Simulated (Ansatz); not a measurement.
**Zone-centre phonons of MoP at 40 GPa: input and output**

Level of theory: DFT PBEsol, scalar-relativistic, plane waves, PAW in Ansatz 0.2.0.

Launched with:
```bash
ansatz run input.yaml --threads 1 --pin off --max-ram 3072MiB --backend cpu --events-out ev --progress --plain --runs-dir out
```

Input (bare energies are in eV):
```yaml
crystal:
  lattice:
    - [3.0429442814, 0.0, 0.0]
    - [-1.5214721407, 2.63526705, 0.0]
    - [0.0, 0.0, 3.0968487539]
  atoms:
    - { symbol: Mo, position: [0.0, 0.0, 0.0] }
    - { symbol: P, position: [0.3333333333, 0.6666666667, 0.5] }
basis:
  ecutwfc: 420
kpoints:
  mp_grid: { grid: [18, 18, 14] }
hamiltonian:
  xc: pbesol
scf:
  occupations: { method: fermi_dirac, width: 0.15 }
output:
  eigenvalues: true
phonons:
  method: dfpt
  eigenvectors: true
```

The end of the output:
```
--- Phonons (Γ-DFPT): 4 representative perturbations + reference, on 728 of 4536 k-points (Σ response iterations 12) ---
  k mesh reduced under 4 symmetry operations, with k and −k counted as one. Each operation leaves every solved displacement unchanged or reverses it
  ASR residual: 9.353e-4 → 0.000e0 eV/Å²; symmetrization residual: 4.528e-6 eV/Å²
  ASR residual per site (eV/Å²): 9.35e-4 6.97e-6
  Γ frequencies (cm⁻¹): 0.00 0.00 0.00 480.38 480.38 514.82
  non-analytic LO–TO correction: not included (Born effective charges unavailable; polar crystals: no LO–TO splitting at Γ)
```

Time: 2.1 min on 1 thread of Arm Neoverse V1, with other jobs on the host, peak memory 0.95 GiB.

In a metal, frequencies and elastic constants depend on the k mesh and the smearing, soft modes and shear constants most. Other phases may be more stable at this pressure.